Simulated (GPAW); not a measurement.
# Collinear magnetic orders of Fe2 W2 Fe2 001 with GPAW, part 2 of 2

Aim: find out whether Fe2 W2 Fe2 001 carries moments, and which collinear order costs least.

GPAW 26.7.0; PBE; plane waves with GPAW's PAW setups, scalar-relativistic.

So far. Step 2 (Start 1: ferro ++++): After 59 cycles the largest moment stands at 2.79 μB.

### 3. Run 2 (antiferro ++--)

Another pattern of signs weighs the neighbour shells otherwise.

order2.py

```python
import json
import numpy as np
from ase import Atoms
from ase.parallel import paropen, parprint
from gpaw import GPAW

atoms = Atoms(['Fe', 'Fe', 'W', 'W', 'Fe', 'Fe'],
    cell=[[3.165, 0.0, 0.0],
         [0.0, 3.165, 0.0],
         [0.0, 0.0, 18.698462]],
    scaled_positions=[[0.0, 0.0, 0.320882],
         [0.5, 0.5, 0.38388],
         [0.0, 0.0, 0.45769],
         [0.5, 0.5, 0.54231],
         [0.0, 0.0, 0.61612],
         [0.5, 0.5, 0.679118]],
    pbc=True,
    magmoms=[2.6, 2.6, 0.0, 0.0, -2.6, -2.6])
atoms.calc = GPAW(mode={'name': 'pw', 'ecut': 450},
    xc='PBE',
    kpts={'size': (20, 20, 1), 'gamma': True},
    occupations={'name': 'fermi-dirac', 'width': 0.05},
    convergence={'density': 1e-05, 'energy': 1e-05},
    maxiter=200,
    mixer={'name': 'pulay', 'beta': 0.03, 'nmaxold': 8, 'weight': 100},
    symmetry={'tolerance': 1e-4},
    txt='order2.txt')
e = atoms.get_potential_energy(force_consistent=True)
res = {'free_energy': e, 'energy_sigma0': atoms.get_potential_energy(), 'fermi_energy': atoms.calc.get_fermi_level()}
res['moments'] = atoms.get_magnetic_moments().tolist()
res['total'] = atoms.get_magnetic_moment()
parprint('site moments (muB):', np.round(res['moments'], 3))
parprint(f"total moment: {res['total']:.3f} muB")
parprint(f'free energy: {e:.6f} eV')
atoms.calc.write('order2.gpw')
with paropen('results.json', 'w') as f:
    json.dump(res, f)
```

Run with:

```
$ OMP_NUM_THREADS=1 mpirun -n 4 gpaw python order2.py > order2.log
```

Numbers of over 12 decimals in the logs are rounded to 6 here.

The log of the run:

```text
site moments (muB): [ 2.784  1.883 -0.186  0.186 -1.883 -2.784]
total moment: 0.000 muB
free energy: -55.189804 eV

--- order2.txt ---
Input parameters:
  mode=PW(ecut=450),
  convergence={'density': 1e-05, 'energy': 1e-05},
  kpts=MonkhorstPack(size=(20, 20, 1), gamma=True),
  maxiter=200,
  mixer=Pulay(name='pulay', nmaxold=8, beta=0.03, weight=100, sigma=0.015, g_ss=None),
  occupations=Occupations(name='fermi-dirac', width=0.05),
  symmetry=Symmetry(tolerance=0.0001),
  xc=XC(name='PBE')

Diagonalizing LCAO Hamiltonian
Converting LCAO to pw mode
   .-------.
  /|       |
 * |       |
 | |       |
 | |       |
 | |       |
 | |       |
 | |       |
 | |  Fe   |
 | |       |
 | |       |
 Fe|       |
 | |  W    |
 | |       |
 W |       |
 | |  Fe   |
 | |       |
 | |       |
 Fe|       |
 | |       |
 | |       |
 | |       |
 | |       |
 | .-------.
 |/       /
 *-------*

Atoms  # Å, Bohr magnetons
|   | symbol |        x |        y |         z |    initial magnetic moments |
|---|--------|----------|----------|-----------|-----------------------------|
| 0 |     Fe | 0.000000 | 0.000000 |  6.000000 | ( 0.0000,  0.0000,  2.6000) |
| 1 |     Fe | 1.582500 | 1.582500 |  7.177966 | ( 0.0000,  0.0000,  2.6000) |
| 2 |      W | 0.000000 | 0.000000 |  8.558099 | ( 0.0000,  0.0000,  0.0000) |
| 3 |      W | 1.582500 | 1.582500 | 10.140363 | ( 0.0000,  0.0000,  0.0000) |
| 4 |     Fe | 0.000000 | 0.000000 | 11.520496 | ( 0.0000,  0.0000, -2.6000) |
| 5 |     Fe | 1.582500 | 1.582500 | 12.698462 | ( 0.0000,  0.0000, -2.6000) |

Unit cell  # Å
| periodic |        x |        y |         z |   lengths |    angles |
|----------|----------|----------|-----------|-----------|-----------|
|      yes | 3.165000 | 0.000000 |  0.000000 |  3.165000 | 90.000000 |
|      yes | 0.000000 | 3.165000 |  0.000000 |  3.165000 | 90.000000 |
|      yes | 0.000000 | 0.000000 | 18.698462 | 18.698462 | 90.000000 |

Number of symmetries: 8

BZ-sampling:
  Number of BZ points: 400
  Number of IBZ points: 66

  Monkhorst-Pack size: [20, 20, 1]
  Monkhorst-Pack shift: [0.025, 0.025, 0.0]

Plane wave coefficients: 4121
Cutoff: 450.000000 eV

Spin-components: 2 (collinear spins)
Bands:           40
Projectors:      36
Spin-degeneracy: 1
Datatype:        complex128

Parallelization:
  kpt:    4
  domain: 1
  band:   1

Density:
  Valence electrons: 60.0
  Components: 2
  Grid points: [16 16 96]
  Charge: 0.0  # |e|

Potential:
  Grid points: [16 16 96]

[... setups left out ...]
Reference energy: -1016021.161710  # eV

eigensolver:
  PPCG
  Converge bands: occupied
  niter=2

density mixing:
  Pulay-Mixer
  Linear mixing parameters: 0.03
  Old densities: 8
  Fourier metric: weight=100, sigma=0.015

occupation numbers:
  Fermi-Dirac:
    width: 0.0500  # eV

poisson solver:
  ecut: 3600.000000  # eV

xc functional:
  name: PBE with 2 nearest neighbor stencil

convergence criteria:
- Maximum integral of absolute [dens]ity change: 1e-05 electrons / valence electron
- Maximum [total energy] change in last 3 cyles: 1e-05 eV / valence electron
- Maximum integral of absolute [eigenst]ate change: 4e-08 eV^2 / valence electron
maximum number of iterations: 200

SCF iterations
|iter     |      energy | eigst |  dens |  magmom |
|---------|-------------|-------|-------|---------|
|iter:   1|       0s |  -57.198732 | +0.27 |       |  +0.0000|
|iter:   2|       9s |  -56.606434 | -1.28 | -0.87 |  +0.0000|
|iter:   3|      19s |  -55.845930 | -1.47 | -0.94 |  -0.0000|
|iter:   4|      29s |  -55.596835 | -2.20 | -1.02 |  +0.0000|
|iter:   5|      38s |  -54.918861 | -0.71 | -1.05 |  -0.0000|
|iter:   6|      47s |  -54.988761 | -1.89 | -1.23 |  -0.0000|
|iter:   7|      56s |  -55.066885 | -1.75 | -1.21 |  -0.0000|
|iter:   8|      65s |  -54.964486 | -1.56 | -1.32 |  +0.0000|
|iter:   9|      74s |  -54.993931 | -2.89 | -1.48 |  -0.0000|
|iter:  10|      83s |  -55.079690 | -2.14 | -1.49 |  +0.0000|
[... 37 iterations left out ...]
|iter:  48|     364s |  -55.157550c| -7.45c| -4.29 |  +0.0000|
|iter:  49|     368s |  -55.157550c| -7.78c| -4.46 |  +0.0000|
|iter:  50|     372s |  -55.157550c| -7.82c| -4.57 |  +0.0000|
|iter:  51|     377s |  -55.157550c| -8.04c| -4.68 |  +0.0000|
|iter:  52|     380s |  -55.157550c| -8.19c| -4.79 |  +0.0000|
|iter:  53|     384s |  -55.157550c| -8.43c| -4.85 |  +0.0000|
|iter:  54|     387s |  -55.157549c| -8.53c| -4.91 |  +0.0000|
|iter:  55|     391s |  -55.157550c| -8.90c| -4.93 |  +0.0000|
|iter:  56|     395s |  -55.157549c| -8.91c| -4.95 |  +0.0000|
|iter:  57|     398s |  -55.157550c| -8.91c| -5.02c|  +0.0000|

Converged in 57 steps
Energy contributions relative to reference atoms: (reference = -1016021.161710)

Energy contributions:
  Kinetic:          33.657106
  Coulomb:         -33.642253
  Zero:              0.494915
  External:          0.000000
  Xc:              -55.635062
  Entropy:          -0.064509
  Spinorbit:         0.000000
  ----------------------------
  Free energy:     -55.189804
  Extrapolated:    -55.157550

dipole moment: (-27.255803, -27.255803, -0.000332)  # |e|*Ang

Total magnetic moment: (0.000000, 0.000000, 0.000002)

Local magnetic moments
|        x |        y |         z |
|----------|----------|-----------|
| 0.000000 | 0.000000 |  2.783849 |  # Fe   0
| 0.000000 | 0.000000 |  1.883342 |  # Fe   1
| 0.000000 | 0.000000 | -0.186462 |  # W    2
| 0.000000 | 0.000000 |  0.186463 |  # W    3
| 0.000000 | 0.000000 | -1.883341 |  # Fe   4
| 0.000000 | 0.000000 | -2.783848 |  # Fe   5

Fermi level: 2.904
Eigenvalues  # (at kpt = [-0.000, -0.000, 0.000])
| band index |      eig [eV] | occ [0-1] |      eig [eV] | occ [0-1] |
|------------|---------------|-----------|---------------|-----------|
|          0 |       -70.994 |     1.000 |       -70.994 |     1.000 |
|        ... |               |           |               |           |
|         22 |         1.123 |     1.000 |         1.123 |     1.000 |
|         23 |         1.472 |     1.000 |         1.472 |     1.000 |
|         24 |         1.707 |     1.000 |         1.707 |     1.000 |
|         25 |         1.980 |     1.000 |         1.980 |     1.000 |
|         26 |         2.002 |     1.000 |         2.002 |     1.000 |
|         27 |         2.002 |     1.000 |         2.002 |     1.000 |
|         28 |         2.502 |     1.000 |         2.502 |     1.000 |
|         29 |         2.502 |     1.000 |         2.502 |     1.000 |
|         30 |         2.953 |     0.271 |         2.953 |     0.271 |
|         31 |         3.058 |     0.044 |         3.058 |     0.044 |
|         32 |         3.480 |     0.000 |         3.480 |     0.000 |
|         33 |         3.484 |     0.000 |         3.484 |     0.000 |
|         34 |         3.484 |     0.000 |         3.484 |     0.000 |
|         35 |         3.576 |     0.000 |         3.576 |     0.000 |
|         36 |         4.438 |     0.000 |         4.438 |     0.000 |
|         37 |         4.468 |     0.000 |         4.468 |     0.000 |
|        ... |               |           |               |           |
|         39 |         5.339 |     0.000 |         5.339 |     0.000 |

No gap
No difference between direct/indirect transitions
```

The job ended after 7 min (4 MPI ranks of AMD EPYC 7R32 (Zen 2), shared host; peak memory 1.3 GiB).

Spin moment in the augmentation sphere by atom:

```
atom  spin moment in the augmentation sphere (μB)
 Fe1                                         2.78
 Fe2                                         1.88
  W3                                        -0.19
  W4                                         0.19
 Fe5                                        -1.88
 Fe6                                        -2.78
```

This step gave:

```
magnetization : 0 μB
final state   : antiferromagnetic
```

It lies 12.4 meV a seeded atom over the first start, and its largest moment is 2.78 μB against 2.79 μB.

### 4. Ranking

These are free energies at a smearing of 0.05 eV, so its entropy term is in the differences. They are divided by the number of seeded atoms, so that cells of unlike size compare.

Orders:

```
         start        final state  typed order kept  energy over the lowest (meV a seeded atom)  largest site moment (μB)  net moment (μB a primitive cell)  mesh matched  CPU time (s)
    ferro ++++      ferromagnetic               yes                                           0                     2.787                             8.809           yes          2310
antiferro ++--  antiferromagnetic               yes                                       12.44                     2.784                                 0           yes          1675
```

### 5. Outcome

```json
{"lowest state found": "ferromagnetic (typed ferro ++++)", "largest site moment": "2.79 μB", "next state": "antiferromagnetic, 12.4 meV a seeded atom higher"}
```

The lowest state found is ferromagnetic, reached from the start ferro ++++, with moments up to 2.79 μB. The next state costs 12 meV a seeded atom. This is the lowest of 2 finished starts, no proof of the ground state.

[Logs and program files are shortened in this print: banners, set-up blocks, solver, clock and traceback lines can be left out without a mark of their own.]

[Logs are printed without paths, hosts, clocks, repeated set-up lines and the standing remarks that a program may print on its own settings, such as how far it seeks lower states.]

[Hosts, paths, dates, database ids (printed as entryN), source tags and the programs' standing remarks are cut or masked in the printed files.]

[Where a cell is said to come from a database of computed structures, the database is the Materials Project.]
